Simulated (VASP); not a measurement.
# BaTiO₃: convergence, relaxation of the atoms

BaTiO₃, P1 (no. 1), 5 atoms in the cell. LDA; PAW potentials Ba_sv, Ti_sv, O (LDA set). VASP 6.6.1.

Wanted: energy within 2 meV/atom; shortest distances from each atom, periodic images included within 0.005 Å.

What the run is for: geometry; Accuracy asked: standard.

POSCAR:
```
BaTiO3
1.0
    3.9855000000      0.0000000000      0.0000000000
    0.0000000000      2.8369000000      2.8451500000
    0.0000000000     -2.8369000000      2.8451500000
Ba Ti O
1 1 3
Direct
    0.0445430000     -0.0271960000     -0.0271550000
    0.5059380000      0.5302580000      0.5101130000
    0.4757830000      0.9839960000      0.4941050000
    0.5052400000      0.4963340000      1.0130870000
   -0.0008790000      0.5027610000      0.4971770000
```

The series start from Plane-wave cutoff (eV): 520; k-point mesh: 4 × 4 × 4; Ionic threshold (EDIFFG): -0.01; Electronic threshold (eV): 1e-6; Precision mode (PREC): Accurate; Relaxation algorithm: IBRION=2; Electronic steps between moves: NELMIN=4 ALGO=Normal. Each series keeps the choices made before it, and each single choice may use up half of a tolerance.

## Plane-wave cutoff (eV)

| Plane-wave cutoff (eV) | Energy less reference (meV/atom) | Shortest distances from each atom, periodic images included, largest deviation (Å) | Time (s) |
|---|---|---|---|
| 360 | -21.1 | 0.0032 | 71 |
| 400 | -8.5 | 0.0020 | 66 |
| 460 | 0.5 | 0.0011 | 82 |
| 520 | 2.4 | 0.0011 | 107 |
| 640 (reference) | 0.0 | 0.0000 | 214 |

Chosen: 640; the next looser run is off by more than half of the tolerance, so convergence isn't shown beyond this value.

## k-point mesh

| k-point mesh | Energy less reference (meV/atom) | Shortest distances from each atom, periodic images included, largest deviation (Å) | Time (s) |
|---|---|---|---|
| 2 × 2 × 2 | 52.7 | 0.0951 | 51 |
| 3 × 3 × 3 | 6.0 | 0.0270 | 103 |
| 4 × 4 × 4 | 0.5 | 0.0062 | 214 |
| 5 × 5 × 5 | 0.0 | 0.0020 | 249 |
| 6 × 6 × 6 (reference) | 0.0 | 0.0000 | 284 |

Chosen: 5 × 5 × 5, the loosest value from which every tighter one stays within half of the tolerance.

## Ionic threshold (EDIFFG)

| Ionic threshold (EDIFFG) | Energy less reference (meV/atom) | Shortest distances from each atom, periodic images included, largest deviation (Å) | Time (s) |
|---|---|---|---|
| -0.1 | 0.2 | 0.0152 | 172 |
| -0.05 | 0.0 | 0.0041 | 193 |
| -0.02 | 0.0 | 0.0027 | 226 |
| -0.01 | 0.0 | 0.0003 | 249 |
| -0.005 | 0.0 | 0.0003 | 191 |
| -0.002 (reference) | 0.0 | 0.0000 | 217 |

Chosen: -0.01.

## Electronic threshold (eV)

| Electronic threshold (eV) | Energy less reference (meV/atom) | Shortest distances from each atom, periodic images included, largest deviation (Å) | Time (s) |
|---|---|---|---|
| 0.0001 | 0.0 | 0.0006 | 184 |
| 1e-5 | 0.0 | 0.0005 | 155 |
| 1e-6 | 0.0 | 0.0002 | 249 |
| 1e-7 (reference) | 0.0 | 0.0000 | 244 |

Chosen: 0.0001.

## Precision mode (PREC)

| Precision mode (PREC) | Energy less reference (meV/atom) | Shortest distances from each atom, periodic images included, largest deviation (Å) | Time (s) |
|---|---|---|---|
| Normal | 0.0 | 0.0010 | 108 |
| Accurate (reference) | 0.0 | 0.0000 | 184 |

Chosen: Normal.

## Relaxation algorithm

| Relaxation algorithm | Energy less reference (meV/atom) | Shortest distances from each atom, periodic images included, largest deviation (Å) | Time (s) |
|---|---|---|---|
| IBRION=2 | 0.0 | 0.0000 | 108 |
| IBRION=2 POTIM=0.2 | 0.0 | 0.0008 | 118 |
| IBRION=2 POTIM=0.8 | 0.0 | 0.0009 | 108 |
| IBRION=1 | 2.4 | 0.1391 | 64 |
| IBRION=1 POTIM=0.2 | 0.0 | 0.0030 | 132 |
| IBRION=1 POTIM=0.3 NFREE=10 | 2.4 | 0.1417 | 114 |
| IBRION=3 POTIM=0.2 SMASS=0.4 | 0.0 | 0.0019 | 160 |
| IBRION=3 POTIM=0.3 | 0.0 | 0.0018 | 63 |

Chosen: IBRION=3 POTIM=0.3, the fastest of those that stay within half of the tolerance.

## Electronic steps between moves

| Electronic steps between moves | Energy less reference (meV/atom) | Shortest distances from each atom, periodic images included, largest deviation (Å) | SCF iterations | Time (s) |
|---|---|---|---|---|
| NELMIN=4 ALGO=Normal | 0.0 | 0.0000 | 64 | 63 |
| ALGO=Normal | 0.0 | 0.0005 | 62 | 66 |
| NELMIN=4 MAXMIX=40 ALGO=Normal | 0.0 | 0.0010 | 66 | 78 |
| NELMIN=4 ALGO=Fast | 0.0 | 0.0014 | 107 | 159 |
| NELMIN=4 MAXMIX=40 ALGO=Fast | 0.0 | 0.0030 | 95 | 102 |

Chosen: NELMIN=4 ALGO=Normal; no other choice that stays within half of the tolerance saves 30 % of the time.

## All choices together

| Input | Energy less reference (meV/atom) | Shortest distances from each atom, periodic images included, largest deviation (Å) | Time (s) |
|---|---|---|---|
| the program's defaults (naive) | -8.7 | 0.0088 | 28 |
| chosen settings | 0.0 | 0.0023 | 63 |
| reference settings throughout | 0.0 | 0.0000 | 518 |

The chosen settings stay within the tolerance of the reference run, but the reference itself isn't shown to be converged in: Plane-wave cutoff (eV).

## The input

INCAR:
```
ALGO = Normal
EDIFF = 1E-4
EDIFFG = -0.01
EFERMI = MIDGAP
ENCUT = 640
GGA = CA
GGA_COMPAT = F
IBRION = 3
ISIF = 2
ISMEAR = 0
KPAR = 8
LASPH = T
LCHARG = F
LREAL = F
LWAVE = F
NELM = 120
NELMIN = 4
NSW = 120
POTIM = 0.3
PREC = Normal
SIGMA = 0.03
```

KPOINTS:
```
Automatic mesh
0
Gamma
  5 5 5
  0 0 0
```

Commands:
```
cat potpaw_LDA.64/Ba_sv/POTCAR potpaw_LDA.64/Ti_sv/POTCAR potpaw_LDA.64/O/POTCAR > POTCAR
mpirun -np 8 vasp_std > vasp.out
```

The chosen input took VASP 6.6.1 63 s on 8 cores (AMD EPYC 7R43 (Zen 3)), a shared host.

## An input that fails: k-point groups that do not divide the ranks

VASP's message: M_divide: can not subdivide            8 nodes by           7.

Changes against the starting input:
```
- NSW = 120
- NELM = 120
- KPAR = 8
+ NSW = 30
+ NELM = 81
+ KPAR = 7
```
